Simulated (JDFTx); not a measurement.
The system is GaN.

```
Ga N
1.0
     0.00000    2.25350    2.25350
     2.25350    0.00000    2.25350
     2.25350    2.25350    0.00000
Ga N
1 1
Cartesian
  0.0000 0.0000 0.0000
  1.1268 1.1268 1.1268
```

The cell is a database's computed one.

Program: JDFTx 1.7.0 (patched build). Alike in all runs: task single point; no spin polarisation; cell as given; k mesh 10 × 10 × 10; smearing fermi-dirac 0.05 eV.

**Question.** Order these runs on this cell by their pressure, lowest first.
A. level PBEsol; potentials or basis PseudoDojo-SR-PBEsol-0.4.1-standard; cutoff (eV) 1143
B. level r2SCAN; potentials or basis SG15-PBE-1.2; cutoff (eV) 1088
C. level LDA; potentials or basis PseudoDojo-SR-LDA-0.4.1-standard; cutoff (eV) 1143

**Answer.** C (-6.8 GPa), B (-3.5 GPa), A (-0.9 GPa).

Caveats: the potentials were made for another functional, which shifts forces and pressure (some runs).

Runs at the PBE level aren't shown here.
